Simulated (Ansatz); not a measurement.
**Notes on a calculation: BaZrO3 in the perovskite structure**

**What was measured.** A cell as deposited of cubic BaZrO3 (space group Pm-3m), temperature not stated, from the Crystallography Open Database (2003), has a = 4.191 Å and 14.73 Å³/atom.

The computed numbers are results of r²SCAN, scalar-relativistic (no spin polarisation) in the plane-wave PAW code Ansatz at 500 eV, Γ-centred 6×6×6 mesh, 0.05 eV Gaussian smearing. The datasets are Ansatz's generated set soft_2.

The start was a prototype's sites filled with these elements; the Crystallography Open Database holds the compound in this structure. The ideal cubic cell shuts out tilts of the octahedra, which such structures often take.

The first cell, 0 % over the database's volume:

```
CELL_PARAMETERS angstrom
4.19540 0.00000 0.00000
0.00000 4.19540 0.00000
0.00000 0.00000 4.19540
ATOMIC_POSITIONS crystal
Ba 0.00000 0.00000 0.00000
Zr 0.50000 0.50000 0.50000
O 0.00000 0.50000 0.50000
O 0.50000 0.50000 0.00000
O 0.50000 0.00000 0.50000
```

The steps in volume:

```csv
run,level,k-mesh,kind,V (Å³/atom),P (GPa),E − E(final) (meV/atom),gap on the mesh (eV)
1,"PBE, 420 eV",6×6×6,fixed cell,14.77,3.6,–,3.23
2,"PBE, 420 eV",6×6×6,fixed cell,15.12,-0.1,–,3.18
3,r²SCAN,6×6×6,fixed cell,15.12,-2.6,2.1,3.69
4,r²SCAN,6×6×6,fixed cell,14.86,0.2,0.0,3.73
5,r²SCAN,6×6×6,fixed cell,14.87,0.0,0.0,3.73
```

Cell and atoms are those of this level's equilibrium.

The final structure (symmetry read at 0.01 Å). It takes space group Pm-3m (No. 221, cubic). The conventional cell has a = 4.205 Å, b = 4.205 Å, c = 4.205 Å, α = 90.00°, β = 90.00°, γ = 90.00°. Ba (site symmetry m-3m) is surrounded by 12 O at 2.97 Å. Zr (site symmetry m-3m) has 6 O at 2.10 Å as nearest neighbours. O (site symmetry 4/mmm) is surrounded by 2 Zr at 2.10 Å. (Shells end 15 % past the nearest neighbour.)

```tsv
atom	site	symmetry	x	y	z
Ba	1a	m-3m	0.0000	0.0000	0.0000
Zr	1b	m-3m	0.5000	0.5000	0.5000
O	3c	4/mm.m	0.0000	0.5000	0.5000
```

At the final geometry the gap, band path included, is 3.73 eV. The equation of state gives B0 = 163 GPa and B0′ = 4.3. The elastic tensor is positive definite (smallest eigenvalue 91 GPa). Against the elements' standard states, run alike and uncorrected, the formation energy is -3.60 eV/atom. 

**Why it comes out so.**

Formal charges Ba²⁺, Zr⁴⁺, O²⁻ balance and leave closed shells on every ion, so a band insulator is expected, and the gap is 3.73 eV.

Bader charges against formal ones: Ba +1.58 (+2), Zr +2.64 (+4), O −1.41 (−2). The cations give up 70 % of the formal charge; Bader charges stay under formal ones because the anions' density reaches into the cations' basins.

**Against experiment.** r²SCAN gives 4.205 Å and 14.87 Å³/atom, +1.0 % in volume (+0.3 % in length) from the database's cell. The static lattice lacks zero-point motion and thermal expansion, roughly 0.5 to 1.3 % in volume at 300 K (room temperature assumed) by Grüneisen's rule, γ·3k_BT/(B0·V0) with γ of 1 to 2.5, so this level's own overestimate is larger than the figure, nearer 1.5 to 2.3 %.

Semilocal functionals underestimate band gaps, commonly by a third or more. These numbers lack spin–orbit coupling.
